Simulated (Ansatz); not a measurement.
## CuO: one atom moved along a line

These are results of Ansatz, DFT PBE, scalar-relativistic, plane waves, PAW, not measurements. Cutoff 420 eV, Γ-centred 16×16×10 k-points, Gaussian smearing of 0.15 eV. No spin polarisation. Energies are free energies at this smearing, counted from the undisturbed cell; pressure is positive in compression.

Reference structure (relaxed at this level; this form isn't the usual structure):

```
Cu O
1.0
     2.08215   -2.08794    0.00000
     2.08215    2.08794    0.00000
     0.00000    0.00000    5.15126
Cu O
2 2
Cartesian
  1.0411 1.0440 0.0000
  1.0411 -1.0440 2.5756
  2.0821 0.0000 1.2878
  2.0821 0.0000 3.8634
```

Atom 1 (Cu) is moved by x along the Cartesian unit vector (0.000, 1.000, 0.000); the cell and all other atoms stay fixed. The cell is metallic on the mesh throughout.

```
  x (Å)  ΔE (meV/cell) force along x on the moved atoms (eV/Å) pressure (GPa)
-0.2000          181.9                                     1.77             1.5
-0.0667           20.8                                     0.62             0.2
 0.0000            0.0                                     0.00             0.0
 0.1333              ?                                        ?             0.7
```

Problem. Give the withheld values.

Solution. ΔE (meV/cell) at x (Å) = 0.1333: 82.1; force along x on the moved atoms (eV/Å) at x (Å) = 0.1333: -1.22.

Cost: 4 runs of about 4.4 core-minutes in all, on Arm Neoverse V1 (shared hosts).